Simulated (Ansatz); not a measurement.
Runs of Ansatz 0.2.0 on Bi. It takes space group P2_1/m (No. 11, monoclinic). The conventional cell has a = 4.658 Å, b = 4.526 Å, c = 6.521 Å, α = 90.00°, β = 93.04°, γ = 90.00°. Around Bi (site symmetry m) lie 6 Bi at 3.24 to 3.26 Å. Bi (site symmetry m) has 6 Bi at 3.24 to 3.26 Å as nearest neighbours.

```csv
task,level,cutoff (eV),basis error allowed,pressure (GPa)
band structure,PBE,171,0.002 eV/atom,1.2
band structure,LDA,171,0.002 eV/atom,(a)
single point,PBEsol,185,0.001 eV/atom,-1.3
band structure,PBEsol,171,0.002 eV/atom,-1.3
```

Alike in all rows: potentials or basis all-electron LAPW, scalar-relativistic; no spin polarisation; cell as given; k mesh 6 × 6 × 4; smearing fermi-dirac 0.05 eV.

Question: Estimate the missing entries.

Answer: (a) -2.6.

Not every run made on this cell is shown here.
